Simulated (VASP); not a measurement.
Input of a VASP 6.6.1 run:

File INCAR:

```
SYSTEM = Ag2O
  ALGO = Fast
  EDIFF = 1E-7
  ENCUT = 520
  GGA = PE
  ISIF = 2
  ISMEAR = 0
  LASPH = .TRUE.
  LCHARG = .FALSE.
  LREAL = .FALSE.
  LWAVE = .FALSE.
  NBANDS = 37
  NELM = 100
  PREC = Accurate
  SIGMA = 0.1
```

Contents of KPOINTS:

```
k-points
0
G
  8 8 8
  0 0 0
```

Contents of POSCAR:

```
Ag2O
1.0
    4.7633734111      0.0000000000      0.0000000000
    0.0000000000      4.7633734111      0.0000000000
    0.0000000000      0.0000000000      4.7633734111
Ag O
4 2
Direct
    0.2500000000      0.2500000000      0.2500000000
    0.2500000000      0.7500000000      0.7500000000
    0.7500000000      0.7500000000      0.2500000000
    0.7500000000      0.2500000000      0.7500000000
    0.0000000000      0.0000000000      0.0000000000
    0.5000000000      0.5000000000      0.5000000000
```

Potentials or basis: VASP PAW PBE potentials, release 64 (Ag, O).

Launch:

```bash
$ cat potpaw_PBE.64/Ag/POTCAR potpaw_PBE.64/O/POTCAR > POTCAR
$ mpirun -np 1 vasp_std > vasp.out
```

Task: What does it give for the pressure?

Result: 2.2 GPa.

Task: What does it give for the band gap on the k mesh?

Result: None (metal or under the smearing width).
